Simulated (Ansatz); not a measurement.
# SiO2: the cost of one run

Program: Ansatz 0.2.0. Level of theory: DFT PBE, scalar-relativistic, plane waves, PAW. These are calculated values, not measurements.

2 further runs of the same task are left out: 2 set aside as unsound or not needed.

### 1 The structure to begin with

It takes space group P6_422 (No. 181, hexagonal). Conventional cell: a = 5.106 Å, b = 5.106 Å, c = 5.585 Å, α = 90.00°, β = 90.00°, γ = 120.00°. Si (site symmetry 222) has 4 O at 1.62 Å as nearest neighbours. O (site symmetry 2) has 2 Si at 1.62 Å as nearest neighbours.

Structure file:

```
Si O
1.0
     5.10581    0.00000    0.00000
    -2.55291    4.42176    0.00000
     0.00000    0.00000    5.58530
Si O
3 6
Direct
  0.00000 0.50000 0.83333
  0.50000 0.50000 0.16667
  0.50000 0.00000 0.50000
  0.79193 0.58385 0.00000
  0.20807 0.41615 0.00000
  0.79193 0.20807 0.66667
  0.20807 0.79193 0.66667
  0.41615 0.20807 0.33333
  0.58385 0.79193 0.33333
```

The cell was relaxed beforehand at this level, from a generated guess; it is a trial structure. At a tolerance of 0.02 Å it has space group P6_422 (No. 181); it has 14.01 Å³/atom, an uncorrected energy of -2.77 eV/atom over the elements.

### 2 Bands, states and charges

input.yaml reads:

```yaml
crystal:
  lattice:
    - [5.1058119193, 0.0, 0.0]
    - [-2.5529059596, 4.4217628291, 0.0]
    - [0.0, 0.0, 5.5853034875]
  atoms:
    - { symbol: Si, position: [0.0, 0.5, 0.8333333333] }
    - { symbol: Si, position: [0.5, 0.5, 0.1666666667] }
    - { symbol: Si, position: [0.5, 0.0, 0.5] }
    - { symbol: O, position: [0.7919260463, 0.5838520926, 0.0] }
    - { symbol: O, position: [0.2080739537, 0.4161479074, 0.0] }
    - { symbol: O, position: [0.7919260463, 0.2080739537, 0.6666666667] }
    - { symbol: O, position: [0.2080739537, 0.7919260463, 0.6666666667] }
    - { symbol: O, position: [0.4161479074, 0.2080739537, 0.3333333333] }
    - { symbol: O, position: [0.5838520926, 0.7919260463, 0.3333333333] }
basis:
  ecutwfc: 420
kpoints:
  mp_grid: { grid: [6, 6, 4] }
  band_path:
    path:
      - [[0.0, 0.0, 0.0], [0.5, 0.0, 0.0], [0.33333333, 0.33333333, 0.0], [0.0, 0.0, 0.0], [0.0, 0.0, 0.5], [0.5, 0.0, 0.5], [0.33333333, 0.33333333, 0.5], [0.0, 0.0, 0.5]]
      - [[0.5, 0.0, 0.5], [0.5, 0.0, 0.0]]
      - [[0.33333333, 0.33333333, 0.5], [0.33333333, 0.33333333, 0.0]]
    npoints: 14
hamiltonian:
  xc: pbe
scf:
  occupations: { method: gaussian, width: 0.02 }
  n_extra_bands: 22
output:
  forces: true
  stress: true
  eigenvalues: true
  populations: true
  dos: { projected: true, de: 0.02, nscf_kmesh: { grid: [9, 9, 6] } }
  bader: true
  write_density: true
  write_potential: true
  elf: true
  volumetric_format: npy
```

Launch:

```console
$ ansatz run input.yaml --threads 1 --pin off --max-ram 2560MiB --backend cpu --events-out ev --progress --plain --runs-dir out
```

Q: Estimate wall time and peak memory on 1 thread of Intel Xeon Platinum 8259CL at 2.50GHz (Skylake/Cascade Lake), shared host.

About 3.2 min, with a peak of 0.65 GiB.
